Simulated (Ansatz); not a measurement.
**MgSe (Fm-3m): G0W0 against its settings**

MgSe (Fm-3m) from a database of computed structures, relaxed with r2SCAN; one-shot G0W0 in Ansatz without spin-orbit coupling. The values are computed, spin-unpolarised, and not measurements.

```
Mg Se
1.0
     0.00000    2.73627    2.73627
     2.73627    0.00000    2.73627
     2.73627    2.73627    0.00000
Mg Se
1 1
Direct
  0.00000 0.00000 0.00000
  0.50000 0.50000 0.50000
```

Gaps are read over the mesh points alone. G0W0 values are finite-basis, finite-mesh values.
```csv
start,potentials,frequency model,mesh,empty bands,screening cutoff (eV),Kohn-Sham gap (eV),G0W0 gap (eV)
PBE,PAW,contour deformation,6×6×6,122,120,1.80,2.93
PBE,PAW,contour deformation,6×6×6,303,220,1.80,3.07
PBE,PAW,contour deformation,6×6×6,557,300,1.80,3.11
HSE06,PAW,contour deformation,6×6×6,303,220,2.66,3.47
r2SCAN,PAW,contour deformation,6×6×6,303,220,2.48,3.38
PBE0,PAW,contour deformation,6×6×6,303,220,3.35,3.66
PBE,PAW,Godby-Needs pole,6×6×6,303,220,1.80,3.02
PBE,PAW,contour deformation,8×8×8,66,80,1.80,2.81
PBE,norm-conserving,contour deformation,6×6×6,303,220,1.80,3.01
```

Over the mesh points the PBE gap of 1.80 eV becomes a quasiparticle gap of 3.11 eV (Γ to X), a change of +1.31 eV. Renormalisation factors Z lie between 0.75 and 0.81.

Raising bands and cutoff together moves the gap by +0.14 eV (120 to 220 eV), then +0.04 eV (220 to 300 eV); the last step is still large, so the basis limit isn't reached. Starting from HSE06 (2.66 eV against PBE's 1.80 eV) gives 3.47 eV, +0.40 eV from G0W0@PBE at the same screening cutoff. Starting from r2SCAN (2.48 eV against PBE's 1.80 eV) gives 3.38 eV, +0.31 eV from G0W0@PBE at the same screening cutoff. Starting from PBE0 (3.35 eV against PBE's 1.80 eV) gives 3.66 eV, +0.59 eV from G0W0@PBE at the same screening cutoff. The Godby-Needs plasmon pole differs from contour deformation by -0.05 eV. Norm-conserving potentials (wave cutoff 1170 eV against 420 eV) shift the quasiparticle gap by -0.06 eV and the PBE gap by 0.00 eV. r2SCAN runs take a wave cutoff of 500 eV.
